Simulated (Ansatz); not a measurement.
Crystal: SrVO3.

```
CELL_PARAMETERS angstrom
3.84090 0.00000 0.00000
0.00000 3.84090 0.00000
0.00000 0.00000 3.84090
ATOMIC_POSITIONS crystal
Sr 0.50000 0.50000 0.50000
V 0.00000 0.00000 0.00000
O 0.00000 0.00000 0.50000
O 0.00000 0.50000 0.00000
O 0.50000 0.00000 0.00000
```

Base run:

| Property | Result |
| --- | --- |
| Program | Ansatz 0.2.0 |
| Functional | PBE |
| Potentials or basis | Ansatz PAW |
| Cutoff | 420 eV |
| Density cutoff | 1680 eV |
| k mesh | 7 × 7 × 7 |
| Occupations | fermi-dirac, width 0.05 eV |
| Spin | collinear spin, ferromagnetic start |
| Starting moments | [0.0, 2.0, 0.0, 0.0, 0.0] μB |

Its results: band gap on the k mesh none (metal or under the smearing width); pressure 2.4 GPa; net moment 0.00 μB per cell.

Problem. The run is repeated on the same cell with these changes: k mesh from 7 × 7 × 7 to 5 × 5 × 5. What comes out?

Solution. Band gap on the k mesh none (metal or under the smearing width); pressure 3.3 GPa; net moment 0.76 μB per cell; site moments Sr +0.00; V +0.57; O -0.00 μB.

Caveats: semilocal functionals often make such compounds metallic where correlation or magnetic order opens a gap, which also shifts bond lengths.

Not every run made on this cell is shown here.
